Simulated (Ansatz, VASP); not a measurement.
**One calculation of Sc, two programs**

```
Sc
1.0
    -1.94243    1.94243    1.74021
     1.94243   -1.94243    1.74021
     1.94243    1.94243   -1.74021
Sc
1
Direct
  0.00000 0.00000 0.00000
```

Change from the starting cell: volume scaled by 1.04.

Alike in both runs: task single point; functional LDA; k mesh 10 × 10 × 10; occupations fermi-dirac, width 0.025 eV; collinear spin; Hubbard terms Sc d U = 3.0 eV.

|  | VASP | Ansatz |
| --- | --- | --- |
| version | VASP 6.6.1 | Ansatz 0.2.0 |
| potentials or method | VASP PAW LDA potentials, release 64 (Sc_sv), cutoff 520 eV | all-electron LAPW, scalar-relativistic |

```tsv
	VASP	Ansatz	Ansatz less VASP
gap on the k mesh at the Fermi level (eV)	none	none	-
pressure (GPa)	-2.5	-1.3	+1.22
largest component of the traceless stress (GPa)	1.89	1.06	-0.834
net moment per atom (μB)	0.07	1.21	+1.135
size of the moment on the site where the two differ most (μB)	0.04	0.95	+0.909
```

The net moments differ so much that the two runs ended in different magnetic states, which moves the other rows too. Site moments also hang on the region over which each program counts them. The programs project onto different local orbitals, so the same U acts differently. A gap of «none» marks a metal or a gap that the smearing closes. Ansatz ran all-electron here, so the differences hold the error of VASP's frozen core and of both bases.

Caveats: the U is typed as a test and isn't derived for this compound; the typed start of the occupations wasn't kept (Ansatz); U is the effective U less J, on atomic orbitals that reach past the spheres (Ansatz). The state reached can hang on the start; a lower one may exist.
